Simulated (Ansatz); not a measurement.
## Stationary points along a deformation path in LiCl

The calculation used DFT PBE, scalar-relativistic, plane waves, PAW in Ansatz 0.2.0. Cutoff 420 eV, Γ-centred 8×8×8 k-points, Gaussian smearing of 0.05 eV. No spin polarisation. Energies are free energies at this smearing, counted from the undisturbed cell; pressure is positive in compression.

Zero of the scan (as given, not relaxed at this level; it stands at 0.4 GPa):

```xyz
2
Lattice="0.0000 2.5648 2.5648 2.5648 0.0000 2.5648 2.5648 2.5648 0.0000" Properties=species:S:1:pos:R:3 pbc="T T T"
Li    0.0000    0.0000    0.0000
Cl    2.5648    2.5648    2.5648
```

At fixed volume and fractional coordinates, lengths along (0.577, 0.577, 0.577) are scaled against those across it; ρ is that ratio over its starting value. V = 16.871 Å³/atom. Δσ is the stress along the axis less the mean stress across it (compression positive).

| ρ | ΔE (meV/atom) | Δσ (GPa) | space group |
| --- | --- | --- | --- |
| 0.500 | 286.0 | 0.00 | Pm-3m |
| 0.600 | 244.2 | 6.43 | R-3m |
| 0.710 | 146.7 | 9.24 | R-3m |
| 0.850 | 40.8 | 6.59 | R-3m |
| 0.930 | 8.8 | 3.36 | R-3m |
| 1.000 | 0.0 | 0.00 | Fm-3m |
| 1.080 | 11.2 | -4.27 | R-3m |
| 1.200 | 68.1 | -11.36 | R-3m |
| 1.410 | 272.4 | -25.43 | R-3m |
| 1.700 | 743.7 | -47.33 | R-3m |
| 2.000 | 1349.5 | -49.89 | R-3m |

**Question.** How does the stress give the slope of the energy, and where is the energy stationary?

**Answer.** Along the path d ln(length) is 2/3 d ln ρ on the axis and −1/3 d ln ρ across it, so dE/d ln ρ = −(2/3) V Δσ: the energy falls with ρ where Δσ is positive. Δσ vanishes or changes sign at ρ = 0.500 (Pm-3m, an end of the scan), at 286.0 meV/atom; at ρ = 1.000 (Fm-3m), a minimum at 0.0 meV/atom. Pairs of stationary points between two samples would go unseen, and could change a minimum read from distant neighbours into a maximum. At ρ = 0.500, 1.000 the cell is cubic, where symmetry alone makes the stress isotropic and the slope zero.

**Question.** Which shear constant sets the curvature at ρ = 1?

**Answer.** For a cubic crystal E/V = (2/3) C (ln ρ)² with C = C44, so Δσ = −2C ln ρ. The parabola of Δσ against ln ρ through ρ = 0.930, 1 and 1.080 gives C ≈ 25 GPa with the ions clamped, rough because the steps are large.

The gap closes along the scan, which can put kinks into the curve.